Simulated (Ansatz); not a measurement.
Here is an Ansatz 0.2.0 calculation.

Contents of input.yaml:

```yaml
crystal:
  lattice:
    - [-1.617456, 1.617456, 4.264808]
    - [1.617456, -1.617456, 4.264808]
    - [1.617456, 1.617456, -4.264808]
  atoms:
    - { symbol: I, position: [0.0, 0.0, 0.0] }
hamiltonian:
  xc: { exchange: rpw86, correlation: pbe }
  pseudopotentials: { kind: nc, accuracy: standard }
  dispersion: rvv10
kpoints:
  mp_grid: { grid: [11, 11, 11] }
scf:
  occupations: { method: fermi_dirac, width: 0.15 }
  n_extra_bands: 14
output:
  eigenvalues: true
  wannier:
    kmesh: [6, 6, 6]
    projections: [{ site: 0, l: s }, { site: 0, l: p }]
    minimise: true
    write_xyz: true
    disentanglement: { window: [-13.0, 19.0], frozen_window: [-10.0, 3.5] }
```

The input wannier.win:

```
! ansatz wannier90 interface
! projections by site (counted from 0) and shell: 0 5S, 0 5P
! states of the run's bands (counted from 1): 1-13
num_bands = 13
num_wann  = 4
num_iter  = 2000
dis_win_min = -13.0
dis_win_max = 19.0
dis_froz_min = -10.0
dis_froz_max = 3.5
dis_num_iter = 10000
guiding_centres = true
ws_search_size = 2 2 3
write_xyz = true

begin unit_cell_cart
Ang
                -1.617456                 1.617456                 4.264808
                 1.617456                -1.617456                 4.264808
                 1.617456                 1.617456                -4.264808
end unit_cell_cart

begin atoms_frac
I                        0.0                      0.0                      0.0
end atoms_frac

mp_grid = 6 6 6

begin kpoints
                      0.0                      0.0                      0.0
                      0.0                      0.0      0.16666666666666666
                      0.0                      0.0       0.3333333333333333
                      0.0                      0.0                      0.5
                      0.0                      0.0       0.6666666666666666
                      0.0                      0.0       0.8333333333333334
[... 208 lines left out ...]
       0.8333333333333334       0.8333333333333334       0.6666666666666666
       0.8333333333333334       0.8333333333333334       0.8333333333333334
end kpoints

fermi_energy = 2.9617339218306786

begin projections
f=0.0,0.0,0.0: s
f=0.0,0.0,0.0: p
end projections
```

wannier_centres.xyz

```xyz
5
Wannier centres, written by ansatz wannier90 interface
X         -0.22873970      -0.22873980      -0.45866577
X         -0.22873990      -0.22873977       0.45866579
X          0.55313480      -0.08855031       0.00000007
X         -0.08855022       0.55313485      -0.00000009
I          0.00000000       0.00000000       0.00000000
```

Potentials or basis: PseudoDojo standard (PBE files).

Run with:

```console
$ ansatz run input.yaml --threads 1 --pin off --max-ram 2560MiB --backend cpu --events-out ev --progress --plain --runs-dir out
```

Estimate the total Wannier spread.

5.92 Å² over 4 functions.

Predict the band gap on the k mesh.

none (metal or under the smearing width).

Wannier centres (Å) and spreads (Å²):
```csv
function,x,y,z,spread
1,-0.089,0.553,0.000,1.446
2,0.553,-0.089,0.000,1.446
3,-0.229,-0.229,0.459,1.514
4,-0.229,-0.229,-0.459,1.514
```

Caveat: an odd number of electrons without spin polarisation forces a metal; a magnetic or distorted state may lie lower; some levels weren't fully converged. Spin-orbit coupling is left out, which matters for the levels of I.
